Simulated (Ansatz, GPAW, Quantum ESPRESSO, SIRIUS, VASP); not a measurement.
**ZnS: programs and potentials compared**

```
Zn S
1.0
     0.00000    2.70200    2.70200
     2.70200    0.00000    2.70200
     2.70200    2.70200    0.00000
Zn S
1 1
Cartesian
  4.0530 4.0530 4.0530
  0.0000 0.0000 0.0000
```

Alike in all runs: task single point; functional PBEsol; k mesh 9 × 9 × 9; occupations fermi-dirac, width 0.05 eV; no spin polarisation; no spin-orbit coupling. Pressure is positive in compression and, in plane waves, holds the error of the finite cutoff, which Ansatz's Pulay term estimates and takes out.

| program and potentials | plane-wave cutoff (eV) | notes | pressure (GPa) |
| --- | --- | --- | --- |
| Ansatz, Ansatz PAW | 420 | potentials made for PBE, which Ansatz adapts in part; 9 valence electrons an atom on average; Pulay term of +0.06 GPa included | -1.97 |
| VASP, PBE PAW files S, Zn, 520 eV | 520 | potentials made for PBE; 9 valence electrons an atom on average | -1.77 |
| GPAW, PAW data sets generated for this functional | 600 | 9 valence electrons an atom on average | -1.99 |
| SIRIUS, PseudoDojo 0.4.1 PBEsol standard (scalar relativistic) | 1152 | 13 valence electrons an atom on average | -2.03 |
| Quantum ESPRESSO, GBRV 1.5 PBEsol | 762 | 13 valence electrons an atom on average | -1.89 |
| Ansatz, all-electron LAPW, scalar-relativistic | - | - | -1.97 |

The pressure spans -2.03 (SIRIUS, PseudoDojo 0.4.1 PBEsol standard (scalar relativistic)) to -1.77 GPa (VASP, PBE PAW files S, Zn, 520 eV), with all-electron results at -1.97.

The functional is the same throughout but for its coding, so the spread measures potentials, basis and numerics; runs on potential files found faulty are left out.

Every run gives a negative pressure, so the zinc blende cell is stretched relative to its PBEsol equilibrium and would contract on relaxation. This fits the known tendency of PBEsol to bind ZnS slightly too tightly, as the cell lies close to the experimental one. Set against the stiffness of ZnS, the differences between programs amount to only a very small change in lattice constant.

Treating the Zn 3s and 3p shells as valence does not order the results: the two sets that do so fall on either side of the all-electron value, while two of the smaller sets lie on it or close to it. These shells are deep and compact, and respond little to so mild a strain. The VASP value stands furthest from the all-electron one. An incomplete plane-wave basis normally makes the pressure too negative, so it is an unlikely cause; the PBE-derived core probably contributes. Agreement at a single volume does not establish that the bulk moduli agree equally well.
